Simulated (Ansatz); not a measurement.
BN built on the NiAs prototype, relaxed with r2SCAN: it is hexagonal, P6_3/mmc (No. 194); conventional cell a = 2.491 Å, c = 4.001 Å, 5.38 Å³ an atom. B has 6 N at 1.75 Å; N has 6 B at 1.75 Å. One-shot G0W0@PBE in the plane-wave code Ansatz on a 6×6×4 mesh (contour deformation, no spin-orbit coupling), from a PBE gap of 1.578 eV over the mesh points (the G0W0 gap is indirect on the mesh); the number N of bands summed and the screening cutoff rise together. Spin-unpolarised throughout. Whether this structure exists isn't addressed.

```
 N  cutoff (eV)  1000/N  G0W0 gap (eV)
42           80  23.810          1.957
88          140  11.364          2.092
```

Q: Lay a straight line in 1000/N through these rows.

A: The slope is -0.0108 eV per unit of 1000/N and the intercept 2.215 eV.

Q: Predict the gap at N = 156 (210 eV).

A: 2.215 + (-0.0108) × 6.410 = 2.146 eV; the run gives 2.212 eV, +0.066 eV from the line.

Q: With that run's result added, what limit do the last two rows suggest?

A: Their slope is (2.212 − 2.092)/(6.410 − 11.364) = -0.0242, which meets 1/N = 0 at 2.37 eV, against 2.215 eV from the first line. The slope steepens, so 1/N isn't yet asymptotic and the true limit probably lies higher still; the k mesh isn't extrapolated.
